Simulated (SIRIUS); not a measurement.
Crystal: C.

```
C
1.0
     4.25517    0.00000    0.00000
     0.00000    4.25517    0.00000
     0.00000    0.00000    1.28229
C
1
Direct
  0.50000 0.50000 0.50000
```

The cell was built by a generator and needn't be a form met in nature.

Base run:

| Quantity | Value |
| --- | --- |
| Program | SIRIUS 7.10.0 |
| Functional | AM05 |
| Potentials or basis | PseudoDojo 0.4.1 PBE standard (scalar relativistic) |
| Cutoff | 1127 eV |
| Density cutoff | 4507 eV |
| k mesh | 6 × 6 × 20 |
| Occupations | fermi-dirac, width 0.05 eV |
| Spin | no spin polarisation |

Its results: band gap on the k mesh none (metal or under the smearing width); pressure 0.0 GPa.

Question: After a change of settings the same cell gave: band gap on the k mesh none (metal or under the smearing width); pressure 1.2 GPa. Which change was it?
A. functional from AM05 to PBE; libxc names from ["XC_GGA_X_AM05", "XC_GGA_C_AM05"] to ["XC_GGA_X_PBE", "XC_GGA_C_PBE"]
B. functional from AM05 to HCTH407; libxc names from ["XC_GGA_X_AM05", "XC_GGA_C_AM05"] to ["XC_GGA_XC_HCTH_407"]
C. functional from AM05 to revPBE; libxc names from ["XC_GGA_X_AM05", "XC_GGA_C_AM05"] to ["XC_GGA_X_PBE_R", "XC_GGA_C_PBE"]
D. functional from AM05 to BLYP; libxc names from ["XC_GGA_X_AM05", "XC_GGA_C_AM05"] to ["XC_GGA_X_B88", "XC_GGA_C_LYP"]

Answer: D.

Caveats: the potentials were made for another functional, which shifts forces and pressure.
